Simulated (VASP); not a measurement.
Write the native input for VASP 6.6.1 that does the following.

- Task: single point
- Functional: PBE
- Potentials or basis: VASP PAW PBE potentials, release 64 (C)
- Cutoff: 520 eV
- k mesh: 13 × 13 × 13
- Occupations: gaussian, width 0.02 eV
- Spin: no spin polarisation
- Further INCAR settings: ALGO = Normal; EDIFF = 1e-06

The structure of C lies in POSCAR:

```
C
1.0
    0.0000000000      1.7833700000      1.7833700000
    1.7833700000      0.0000000000      1.7833700000
    1.7833700000      1.7833700000      0.0000000000
C
2
Direct
    0.7500000000      0.7500000000      0.7500000000
    0.5000000000      0.5000000000      0.5000000000
```

This isn't the form of C at room conditions, which is graphite.

These files were run (other wordings do the same):

INCAR

```
ALGO = Normal ; EDIFF = 1E-6
ENCUT = 520 ; GGA = PE
ISIF = 2 ; ISMEAR = 0
LASPH = True ; LCHARG = False
LREAL = False ; LWAVE = False
NELM = 80 ; PREC = Accurate
SIGMA = 0.02
```

KPOINTS

```
k-points
0
Gamma
  13 13 13
```

Potentials or basis: VASP PAW PBE potentials, release 64 (C).

Command:

```console
$ cat potpaw_PBE.64/C/POTCAR > POTCAR
$ mpirun -np 1 vasp_std > vasp.out
```

Results of the run:

The pressure is 2.5 GPa and the band gap on the k mesh is 4.14 eV, indirect (least direct gap 5.59 eV).

Caveat: an odd mesh through Γ misses points on the zone boundary, where band edges often lie.

Wall time 4.3 s on 1 thread of AMD EPYC 9R45 96-Core Processor (Zen 5) (shared host), peak memory 0.09 GiB.
